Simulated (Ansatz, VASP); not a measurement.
Ir in VASP and in Ansatz

The input INCAR:

```
SYSTEM = Ir
PREC = Accurate
ENCUT = 600
EDIFF = 1E-7
ISMEAR = 0
SIGMA = 0.1
LREAL = .FALSE.
LASPH = .TRUE.
NELM = 60
ALGO = Normal
ISIF = 3
LWAVE = .FALSE.
LCHARG = .FALSE.
GGA = PS
IBRION = 2
NSW = 90
EDIFFG = -0.04
```

Contents of KPOINTS:

```
Automatic mesh
0
G
  8 8 8
  0 0 0
```

The input POSCAR:

```
Ir
1.0
   -2.3790015229      2.3790015229      1.2977892458
    2.3790015229     -2.3790015229      1.2977892458
    2.3790015229      2.3790015229     -1.2977892458
Ir
2
Direct
    0.0000000000      0.0000000000      0.0000000000
    0.7500000000      0.2500000000      0.5000000000
```

Input for Ansatz:

```yaml
crystal:
  lattice:
    - [-2.3790015229, 2.3790015229, 1.2977892458]
    - [2.3790015229, -2.3790015229, 1.2977892458]
    - [2.3790015229, 2.3790015229, -1.2977892458]
  atoms:
    - { symbol: Ir, position: [0.0, 0.0, 0.0] }
    - { symbol: Ir, position: [0.75, 0.25, 0.5] }
basis:
  ecutwfc: 420
kpoints:
  mp_grid: { grid: [8, 8, 8] }
hamiltonian:
  xc: pbesol
scf:
  occupations: { method: gaussian, width: 0.1 }
  lower_state_search: "off"
output:
  forces: true
  stress: true
  eigenvalues: true
relax:
  adjacent_minimum: "off"
  f_tol: 0.04
  max_steps: 70
  cell: { stress_tol: 0.4 }
```

Alike in both runs: task relaxation of cell and atoms; functional PBEsol; k mesh 8 × 8 × 8; occupations gaussian, width 0.1 eV; no spin polarisation.

|  | VASP | Ansatz |
| --- | --- | --- |
| version | VASP 6.6.1 | Ansatz 0.2.0 |
| potentials or method | VASP PAW PBE potentials, release 64 (Ir) | scalar-relativistic, plane waves, PAW |
| plane-wave cutoff (eV) | 600 | 420 |
| valence electrons in the cell | 18 | 34 |

VASP gave:

```
gap on the k mesh at the Fermi level, each at its own relaxed structure (eV) : none
relaxed volume (Å³/atom)                                                     : 15.70
relaxed cell length with the largest relative difference (Å)                 : 3.662
energy change over the relaxation (meV/atom)                                 : -82
```

Q: Which values does Ansatz return?

A: gap on the k mesh at the Fermi level, each at its own relaxed structure (eV): none; relaxed volume (Å³/atom): 15.67; relaxed cell length with the largest relative difference (Å): 3.660; energy change over the relaxation (meV/atom): -78.

A gap of «none» marks a metal or a gap that the smearing closes. The two sets of potentials don't hold the same shells in valence.

Caveats: the PAW data sets were made with another functional, which shifts forces and pressure a little (VASP). Spin-orbit coupling is left out, which matters for the levels of Ir.
